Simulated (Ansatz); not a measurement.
Geometry optimisation, Ansatz, DFT PBEsol, scalar-relativistic, plane waves, PAW.

Input file:

```yaml
crystal:
  lattice:
    - [5.806, 0.0, 0.0]
    - [0.0, 5.663, 0.0]
    - [0.0, 0.0, 15.19012]
  atoms:
    - { symbol: W, position: [0.0, 0.0, 0.0658323] }
    - { symbol: C, position: [0.0, 0.25, 0.1761703] }
    - { symbol: W, position: [0.25, 0.0, 0.2313393] }
    - { symbol: C, position: [0.25, 0.25, 0.3416773] }
    - { symbol: W, position: [0.0, 0.5, 0.0658323] }
    - { symbol: C, position: [0.0, 0.75, 0.1761703] }
    - { symbol: W, position: [0.25, 0.5, 0.2313393] }
    - { symbol: C, position: [0.25, 0.75, 0.3416773] }
    - { symbol: W, position: [0.5, 0.0, 0.0658323] }
    - { symbol: C, position: [0.5, 0.25, 0.1761703] }
    - { symbol: W, position: [0.75, 0.0, 0.2313393] }
    - { symbol: C, position: [0.75, 0.25, 0.3416773] }
    - { symbol: W, position: [0.5, 0.5, 0.0658323] }
    - { symbol: C, position: [0.5, 0.75, 0.1761703] }
    - { symbol: W, position: [0.75, 0.5, 0.2313393] }
    - { symbol: C, position: [0.75, 0.75, 0.3416773] }
    - { symbol: W, position: [0.0052468, 0.2609193, 0.4713669] }
basis:
  ecutwfc: 420.0
kpoints:
  mp_grid: { grid: [4, 5, 1] }
hamiltonian:
  xc: pbesol
  pseudopotentials: { kind: paw, azcp: { folder: soft_1 } }
scf:
  occupations: { method: gaussian, width: 0.05 }
  lower_state_search: "off"
relax:
  f_tol: 0.03
  max_steps: 60
  adjacent_minimum: "off"
  constraints: [{ sites: [0, 4, 8, 12] }]
```

Launched with:

```bash
$ ansatz run input.yaml --threads 4 --pin off --max-ram 10240MiB --backend cpu --events-out ev --progress --plain --runs-dir out
```

Q: Where does it end, and by what steps?

A: The forces met the threshold. The force dipped under the threshold on the way, but the program's further checks kept it going. Limits of this set-up: coarse k mesh, thin slab, slab without dipole correction, PAW files made for another functional, a typed lattice constant that wasn't relaxed here. After 30 steps the energy has fallen by 14.035 eV; W17 moved furthest, 1.76 Å. The start is strongly strained (largest force component 9 eV/Å). Joined: C8–W11 (3.64 → 2.41 Å), C8–W15 (3.64 → 2.69 Å), C8–C16 (2.90 → 1.42 Å), C8–W17 (3.68 → 2.22 Å), C16–W17 (3.71 → 2.11 Å).

| step | energy less start (eV) | largest force component (eV/Å) | accepted |
| --- | --- | --- | --- |
| 0 | 0.0000 | 8.665 | yes |
| 2 | -5.2222 | 7.960 | yes |
| 4 | -7.4452 | 1.142 | yes |
| 6 | -8.6882 | 3.166 | yes |
| 8 | -10.5982 | 3.541 | yes |
| 10 | -12.5816 | 1.302 | yes |
| 12 | -13.6930 | 1.913 | yes |
| 14 | -13.8368 | 0.809 | yes |
| 16 | -13.8715 | 0.050 | yes |
| 18 | -13.8813 | 0.518 | yes |
| 20 | -13.9239 | 0.476 | yes |
| 22 | -14.0273 | 0.282 | yes |
| 24 | -14.0273 | 0.282 | yes |
| 26 | -14.0343 | 0.066 | yes |
| 28 | -14.0349 | 0.046 | yes |
| 30 | -14.0351 | 0.005 | yes |

```xyz
17
Lattice="5.8060 0.0000 0.0000 0.0000 5.6630 0.0000 0.0000 0.0000 15.1901" Properties=species:S:1:pos:R:3
W 0.000 0.000 1.000
C 0.006 1.402 2.550
W 1.463 0.019 3.463
C 1.387 1.482 5.010
W 0.000 2.832 1.000
C -0.033 4.259 2.499
W 1.425 2.825 3.457
C 0.275 4.448 4.684
W 2.903 0.000 1.000
C 2.931 1.428 2.569
W 4.359 -0.010 3.507
C 4.449 1.405 5.002
W 2.903 2.832 1.000
C 2.869 4.242 2.629
W 4.343 2.817 3.435
C 4.732 4.252 5.073
W -0.069 2.531 5.757
```

Whether the end is a true minimum wasn't checked by a vibrational analysis.

Time of the run: 4.8 min on 4 threads of Arm Neoverse V2 (shared host), peak memory 1.4 GiB.
